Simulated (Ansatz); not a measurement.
Structure: TiO2 (P4_2/mnm) from a database of computed structures, at its r2SCAN minimum. Ti has 6 O at 1.95–1.98 Å and 2 Ti at 2.95 Å; O has 3 Ti at 1.95–1.98 Å. The runs used a cell of 12 atoms, 2 times the primitive one, so meshes, points and the kind of gap refer to a folded zone.

Space group P4_2/mnm (No. 136). a = 4.597 Å, b = 4.597 Å, c = 2.954 Å, α = 90.00°, β = 90.00°, γ = 90.00°

| atom | site | symmetry | x | y | z |
| --- | --- | --- | --- | --- | --- |
| Ti | 2b | m.mm | 0.5000 | 0.5000 | 0.0000 |
| O | 4g | m.2m | 0.6954 | 0.6954 | 0.5000 |

The questions ask for values computed with Ansatz on this geometry. Calculated for a static, non-magnetic cell.

Given (6×6×6 mesh): With PBE the gap is 1.89 eV and direct, at Γ. The lowest empty level at X lies only 38 meV higher, so the place of the conduction bottom isn't settled.

Q: How does the gap change from PBE to r2SCAN (6×6×6)?

A: With r2SCAN the gap is 2.22 eV and direct, at Γ. The lowest empty level at X lies only 39 meV higher, so the place of the conduction bottom isn't settled. The gap differs by +0.33 eV from PBE's.

Q: Estimate the gap with HSE06 on 4×4×4.

A: With HSE06 the gap is 3.38 eV and direct, at Γ. The lowest empty level at X lies only 22 meV higher, so the place of the conduction bottom isn't settled. The gap differs by +1.49 eV from PBE's.

Q: How does the gap change from PBE to PBE0 (4×4×4)?

A: PBE0 gives a direct gap of 4.14 eV at Γ. The lowest empty level at X lies only 22 meV higher, so the place of the conduction bottom isn't settled. The gap differs by +2.25 eV from PBE's.

Q: How strongly does the crystal screen a field with clamped ions (r2SCAN)?

A: The electronic dielectric tensor ε∞ is 7.81, 6.59 and 6.59 along x, y and z. Born charges, averaged over directions: Ti +6.60, O -3.30 e. The program notes that the ground state's band table doesn't vouch for all the bands that the response reads.

Q: Relaxed again with PBEsol, is the cell stable at the zone centre, and where do its optical modes lie?

A: The zone-centre optical frequencies run from 53 to 795 cm⁻¹, none imaginary (the rest of the zone wasn't tested). The long-range field leaves the highest mode where it is. The program warns that the force constants, and all that is formed from them, aren't settled on this k mesh.

Q: How do these values compare with experiment?

A:
Set against measured values:
- Gap, measured 3.05 eV, the middle of 3 reports from 3.03 to 3.05 eV: PBE 1.89 (-1.16), r2SCAN 2.22 (-0.83), HSE06 3.38 (+0.33), PBE0 4.14 (+1.09) eV. Source: 3.05 eV (band gap; Literature gap; measurement temperature and type of gap (optical or fundamental) not stated; quoted in “Hydrogen related defects in titanium dioxide at the interface to palladium”, 2021, arxiv:2112.05953).
- An end of the range of reports. Source: 3.03 eV (experimental band gap, quoted; literature value quoted in passing in the theory discussion; measurement method and temperature not stated; quoted in “Polaron-induced phonon localization and stiffening in rutile TiO2”, 2016, arxiv:1612.05679).
Measured gaps include zero-point and thermal shifts, optical ones also the exciton binding, and spin-orbit coupling, which these levels lack. Reports marked as nanostructured, strained, doped, implanted or mixed samples, and transport gaps, were set aside.

The meshes of the hybrids are coarse, so their gaps aren't converged to the digits shown.
